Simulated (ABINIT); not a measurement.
# ZnS: equation of state with PBE

**Measured values to compare with.**

“Electronic, vibrational, and thermodynamic properties of ZnS (zincblende and rocksalt structure)”, 2009, arxiv:0911.5022 quotes, for a bulk crystal of ZnS: bulk modulus 76.9 GPa.

The system is ZnS.

```
Zn S
1.0
     0.00000    2.70200    2.70200
     2.70200    0.00000    2.70200
     2.70200    2.70200    0.00000
Zn S
1 1
Cartesian
  4.0530 4.0530 4.0530
  0.0000 0.0000 0.0000
```

```json
{
 "Program": "ABINIT 10.8.3 (patched build)",
 "Task": "equation of state",
 "Functional": "PBE",
 "Potentials or basis": "JTH PAW PBE v2.0",
 "Cutoff": "599 eV",
 "k mesh": "9 × 9 × 9",
 "Occupations": "fermi-dirac, width 0.05 eV",
 "Spin": "no spin polarisation"
}
```

* Equilibrium volume: 20.15 Å³/atom
* Bulk modulus: 70 GPa
* Pressure derivative of the bulk modulus: 4.4

Energy against volume, from the lowest point:
```tsv
volume (Å³/atom)	energy (meV/atom)
18.543	32.40
18.938	17.73
19.332	7.74
19.727	1.98
20.121	0.00
20.516	1.43
20.910	5.92
```

Run time: 5.2 min on 1 thread of Arm Neoverse V1, on a shared host, peak memory 0.15 GiB.

Against the measured bulk modulus of ZnS, 76.9 GPa (quoted in “Electronic, vibrational, and thermodynamic properties of ZnS (zincblende and rocksalt structure)”, 2009, arxiv:0911.5022), the calculated 70 GPa is off by -8.8 %. The fit is for a static lattice scaled at fixed shape and fixed fractional positions.

Caveat: pressures at fixed basis lie under the slope of the energies. PBE usually gives volumes a little too large and moduli too small.
